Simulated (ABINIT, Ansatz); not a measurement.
This is a calculation of CoO for Ansatz 0.2.0. Measurements of this composition are mostly on another form, of space group No. 225.

Contents of input.yaml:

```yaml
crystal:
  lattice:
    - [2.82845, 0.0, 0.0]
    - [-1.41423, 2.44951, 0.0]
    - [0.0, 0.0, 2.72172]
  atoms:
    - { symbol: Co, position: [0.0, 0.0, 0.5], spin: 2.0 }
    - { symbol: O, position: [0.66667, 0.33333, 0.0] }
hamiltonian:
  xc: pbe
  pseudopotentials: { kind: paw }
magnetization:
  spin_polarized: true
kpoints:
  mp_grid: { grid: [11, 11, 10] }
scf:
  occupations: { method: fermi_dirac, width: 0.05 }
output:
  forces: true
  stress: true
  eigenvalues: true
```

Potentials or basis: Ansatz PAW.

Command:

```console
$ ansatz run input.yaml --threads 1 --pin off --max-ram 3584MiB --backend cpu --events-out ev --progress --plain --runs-dir out
```

Problem. Translate it to ABINIT 10.8.3 (patched build). Potentials or basis there: JTH PAW PBE v2.0, cutoff 707 eV.

Solution. As run (cutoffs and basis follow the program's own potentials, and thresholds, step limits or extra output files can differ):

File run.abi:

```
pp_dirpath "./"
pseudos "Co.GGA_PBE-JTH.xml, O.GGA_PBE-JTH.xml"

acell 5.3449958572 5.3450013125 5.1433053879
rprim
     1.0000000000     0.0000000000     0.0000000000
    -0.5000012574     0.8660246778     0.0000000000
     0.0000000000     0.0000000000     1.0000000000
ntypat 2
znucl 27 8
natom 2
typat 1 2
xred
     0.0000000000     0.0000000000     0.5000000000
     0.6666700000     0.3333300000     0.0000000000

ecut 707.496042 eV
pawecutdg 48.0
pawxcdev 0

kptopt 1
ngkpt 11 11 10
nshiftk 1
shiftk 0.0 0.0 0.0

ixc 11

nband 16
occopt 3
tsmear 0.05 eV

nsppol 2
spinat
     0.0000000000     0.0000000000     2.0000000000
     0.0000000000     0.0000000000     0.0000000000

nstep 100
tolvrs 1.0e-9

iomode 3
prtwf 0
prtden 0
prteig 0
prtebands 0
enunit 2
```

Potentials or basis: JTH PAW PBE v2.0.

The run is started by

```sh
$ abinit run.abi > log 2>&1
```

Both were run:

|  | Ansatz | ABINIT |
| --- | --- | --- |
| Pressure | 0.1 GPa | -0.4 GPa |
| Net moment | 3.00 μB per cell | 3.00 μB per cell |

Ansatz's pressure holds a Pulay term of +0.74 GPa for its cutoff of 420 eV, which the other run lacks.

Where Ansatz's input types no cutoff or centring, it takes its own default and a Γ-centred mesh.

The magnetic state is the one that the start led to; the real crystal's order can differ.

Pressure is positive in compression.
